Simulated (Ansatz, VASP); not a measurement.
LiF: VASP beside Ansatz

```
Li F
1.0
     2.76430    0.00000    0.00000
     0.00000    2.76430    0.00000
     0.00000    0.00000    2.55953
Li F
1 1
Direct
  0.00000 0.00000 0.00000
  0.50000 0.50000 0.50000
```

Change from the starting cell: strain +0.080 along x and y, +0.000 along z, atoms carried along.

Alike in both runs: task single point; functional PBE; k mesh 10 × 10 × 10; occupations gaussian, width 0.05 eV; no spin polarisation.

|  | VASP | Ansatz |
| --- | --- | --- |
| version | VASP 6.6.1 | Ansatz 0.2.0 |
| potentials or method | VASP PAW PBE potentials, release 64 (Li_sv, F) | scalar-relativistic, plane waves, PAW |
| plane-wave cutoff (eV) | 520 | 420 |
| valence electrons in the cell | 10 | 10 |

|  | VASP | Ansatz | Ansatz less VASP |
| --- | --- | --- | --- |
| gap on the k mesh at the Fermi level (eV) | 5.99 | 5.98 | -0.004 |
| least direct gap on the mesh (eV) | 6.37 | 6.36 | -0.005 |

 A k mesh can miss the band edges.
